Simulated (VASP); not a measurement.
A run of VASP 6.6.1:

File INCAR:

```
SYSTEM = Rb
ALGO = Fast
EDIFF = 1E-7
ENCUT = 520
GGA = PS
ISIF = 2
ISMEAR = 0
LASPH = .True.
LCHARG = .True.
LELF = .True.
LREAL = .False.
LVHAR = .True.
LWAVE = .False.
NBANDS = 66
NELM = 100
PREC = Accurate
SIGMA = 0.1
```

File KPOINTS:

```
k-points
0
Gamma
  3 3 3
  0 0 0
```

The input POSCAR:

```
Rb
1.0
    5.8003218929      3.3488174063      9.8918814960
   -5.8003218929      3.3488174063      9.8918814960
    0.0000000000     -6.6976348123      9.8918814960
Rb
12
Direct
    0.0101900000      0.6536100000      0.0101900000
    0.0101900000      0.0101900000      0.6536100000
    0.6536100000      0.0101900000      0.0101900000
    0.9898100000      0.3463900000      0.9898100000
    0.3463900000      0.9898100000      0.9898100000
    0.9898100000      0.9898100000      0.3463900000
    0.2211800000      0.6306000000      0.2211800000
    0.2211800000      0.2211800000      0.6306000000
    0.6306000000      0.2211800000      0.2211800000
    0.7788200000      0.3694000000      0.7788200000
    0.3694000000      0.7788200000      0.7788200000
    0.7788200000      0.7788200000      0.3694000000
```

Potentials or basis: VASP PAW PBE potentials, release 64 (Rb_sv).

Launch:

```sh
$ cat potpaw_PBE.64/Rb_sv/POTCAR > POTCAR
$ mpirun -np 1 vasp_std > vasp.out
```

Hardware: 1 thread of AMD EPYC 9R45 (Zen 5) (shared host).

Q: Estimate the wall time of this run.

A: Run time: 21 min on 1 thread of AMD EPYC 9R45 (Zen 5) (shared host), peak memory 1.4 GiB. Counts: scf iterations 25, k points 6.
